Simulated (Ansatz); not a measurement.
The system is MnS.

```xyz
2
Lattice="0.0000 2.6045 2.6045 2.6045 0.0000 2.6045 2.6045 2.6045 0.0000" Properties=species:S:1:pos:R:3 pbc="T T T"
Mn    0.0000    0.0000    0.0000
S     2.6045    2.6045    2.6045
```

Below is the output of Ansatz 0.2.0 for this cell. Logs are shortened: lines on timing, memory, paths and dates and some standing lists are left out, and cuts for length are marked.

```text
Warning: RAYON_NUM_THREADS=2 ignored (pool sized by the plan → 2); use --threads N
LAPW: plane waves up to 7.552 Å⁻¹, error target 1.0e-3 eV per atom; small_component_spin mean_spin; S in spheres of 1.170 Å, 14 of its electrons in bands, Dirac shells []; Mn in spheres of 1.434 Å, 15 of its electrons in bands, Dirac shells [] (how accurate: hamiltonian.pseudopotentials.lapw.basis_error, Limitations)
Engine: ansatz 0.2.0, aarch64-unknown-linux-gnu
Pseudopotentials: kind: all_electron
Pseudopotential: Mn, LAPW, valence charge 15, lapw/all_electron/scalar/gaussian/Mn, Koelling and Harmon's equation, gaussian nucleus
Pseudopotential: S, LAPW, valence charge 14, lapw/all_electron/scalar/gaussian/S, Koelling and Harmon's equation, gaussian nucleus
Functional definition: SPW92
  exchange = slater_x
  correlation = pw_c
Crystal: 2 atoms, lattice volume = 35.335 Å³
Basis set: ecut = 217.2664421589313 eV, 259 PW (Γ), exchange–correlation at level 2
Bands: 21, of which v1, the nominal top of the filled ones, is band 15 counted from 1 (14 counted from 0)
Symmetry: 48 space group operations
Space group: Fm-3m (ITA 225), of the structure as read, at distance tolerance 3.3e-5 Å
Magnetic group: BNS 225.116 (UNI 1618), of the structure as read, at distance tolerance 3.3e-5 Å
k-points: 35 of 729
Non-local potential: Mn, projectors of the file, none
Non-local potential: S, projectors of the file, none
Initial density: superposition of atomic densities (chi_scale 0.1, normalization cell, long waves kept (reshape's long-wave potential 0.00 eV rms))
Starting moments: Σ|m| = 4 μB on 1 of 2 sites
Initial wavefunctions: plane waves of lowest kinetic energy (no species holds an atomic orbital)
Functional: x = slater, c = lda
iter 1 solved again at ethr=1.04e-3 eV; its pass at ethr=1.00e-1 eV (dr2=3.02e-1 eV) is discarded
SCF iter   1: F=—  HF=-42301.371374 eV  |F-HF|=—  |Δ(HF+E_count)|=         —  Δρ=1.92e-2 (↑1.71e-2 ↓1.92e-2)  dr2=3.02e-1  dr2_m=6.46e-2  M=4.695 μB ∫|m|=4.695 μB  β_m=0.30  ethr=1.04e-3  ⟨swp⟩=2.1  Hψ=9779  notcnv=0
Mixer restart at iter 1: flushing history
preconditioner: auto → Kerker (q_TF=auto, 2.640 Å⁻¹)  [metal: Δε(μ)=0.035 eV  Ē_g=9.484 eV  σ=0.050 eV  W_gap=0.17  n_scr=14 (ndim 8)  ℏωp=22.5 eV  f_vac=0.000  D(μ)=0.87/eV (n_scr^D=8)]
[... 13 lines left out ...]
SCF 1 converged in 11 iterations: F = -42301.218124 eV  dr2 = 7.77e-10
NSCF: frozen V_eff on 85 k-points
SCF converged after 11 iterations
Magnetization: 4.5702 μB (16.7851 up, 12.2149 down)
Absolute magnetization: 4.5703 μB (∫|ρ↑−ρ↓|)
Spin contamination: 0.0330 ħ² per cell (⟨S²⟩ above its minimum at these occupations)
Per-site moments (μB) at R_I (Å): [(4.294250472791212, 1.4341456225489908), (0.13877591696059, 1.170354338640935)]
Free energy (F): -42301.218124 eV
Harris-Foulkes:  -42301.218124 eV  (|F-HF|=2.35e-9)
Internal energy: -42301.208627 eV  (E = F + TS)
E sigma→0 (E₀):  -42301.213376 eV
Entropy (-TS):   -0.009497 eV (-4.749 meV/atom)
Fermi energy:    10.550225 eV
--- Per-component energies (eV) ---
  E_band       = -1516.870795
  E_kinetic    = 42716.599700
  E_xc         = -2030.094805
  E_electrostatic = -82987.713523  (all electrons and nuclei)
  E_smearing   = -0.009497  (= −TS)
  E_closure    = 0.000000  (closes the sum)
  E_atoms      = -42285.671389  (free atoms, spherical and without spin; not in F)
  Σ components = -42301.218124   (vs F -42301.218124, Δ=0.00e0)
  Basis errors (estimates in eV, not in F): energy 3.8e-4 per atom: plane waves 3.4e-4 (1.9e-4 summed), levels above the bands 2.0e-75, relativity 2.7e-9, radial functions 4.1e-5, core shells 1.5e-10; eigenvalues (radial functions only) 1.8e-6; not estimated: angular momenta, meshes, grids; target (lapw.basis_error) 1.0e-3; muffin-tin radii S 1.170 Å, Mn 1.434 Å
--- Forces (eV/Å), atoms counted from 1 ---
  atom   1  Mn    -0.00000000     0.00000000    -0.00000000
  atom   2  S      0.00000000    -0.00000000    -0.00000000
  max |Σ_I F_I| component: 5.00e-30 eV/Å
--- Stress (GPa, compression-positive) ---
      -11.560067      -0.000000      -0.000000
       -0.000000     -11.560067       0.000000
       -0.000000       0.000000     -11.560067
  P = ⅓ Tr σ = -11.5601 GPa (-115.601 kbar)
--- Band table (eV; the first three rows and the last of 70) ---
  k-point 0 ↑: bands = ["-194.4421", "-140.1454", "-140.1454", "-140.1454", "-70.4179", "-39.5227", "-39.5227", "-39.5227", "-3.9667", "7.3919", "7.3919", "7.3919", "7.4649", "7.4649", "8.7061", "8.7061", "8.7061", "12.2139", "19.0952", "19.0952", "19.0952"]
  k-point 1 ↑: bands = ["-194.4421", "-140.1454", "-140.1454", "-140.1454", "-70.4179", "-39.5237", "-39.5228", "-39.5228", "-3.8417", "7.0220", "7.0683", "7.0683", "7.4602", "7.4602", "8.2676", "9.1552", "9.1552", "12.9929", "18.1437", "19.0075", "19.0075"]
  k-point 2 ↑: bands = ["-194.4421", "-140.1454", "-140.1454", "-140.1454", "-70.4177", "-39.5262", "-39.5232", "-39.5232", "-3.4950", "5.7827", "6.4948", "6.4948", "7.6093", "7.6093", "8.0912", "9.9056", "9.9056", "13.9968", "17.3853", "18.0011", "18.0011"]
  k-point 34 ↓: bands = ["-194.4037", "-140.1014", "-140.1014", "-140.1014", "-66.1148", "-35.3422", "-35.3408", "-35.3382", "-2.1233", "5.5367", "6.0869", "6.6278", "11.1944", "11.4588", "11.6650", "11.8638", "12.0348", "15.8427", "17.6931", "18.1276", "19.2403"]
```

Q: What input gives this log?

A: Band structure with LDA, collinear spin, ferromagnetic start. The files as run (others can give the same):

input.yaml
```yaml
crystal:
  lattice:
    - [0.0, 2.6045, 2.6045]
    - [2.6045, 0.0, 2.6045]
    - [2.6045, 2.6045, 0.0]
  atoms:
    - { symbol: Mn, position: [0.0, 0.0, 0.0], spin: 4.0 }
    - { symbol: S, position: [0.5, 0.5, 0.5] }
kpoints:
  mp_grid: { grid: [9, 9, 9] }
  band_path:
    path:
      - [0.0, 0.0, 0.0]
      - [0.5, 0.0, 0.5]
      - [0.5, 0.25, 0.75]
      - [0.375, 0.375, 0.75]
      - [0.0, 0.0, 0.0]
      - [0.5, 0.5, 0.5]
      - [0.625, 0.25, 0.625]
      - [0.5, 0.25, 0.75]
    npoints: 12
scf:
  occupations: { method: fermi_dirac, width: 0.05 }
hamiltonian:
  xc: lda
  pseudopotentials: { kind: all_electron, lapw: { basis_error: 0.001 } }
magnetization:
  spin_polarized: true
output:
  forces: true
  stress: true
  eigenvalues: true
```

Potentials or basis: all-electron LAPW, scalar-relativistic.
Launch:
```console
$ ansatz run input.yaml --threads 2 --pin off --max-ram 6144MiB --backend cpu --events-out ev --progress --plain --runs-dir out
```

Caveat: a cell with one magnetic atom can't hold antiferromagnetic order, which such compounds often take; semilocal functionals often make such compounds metallic where correlation or magnetic order opens a gap, which also shifts bond lengths.
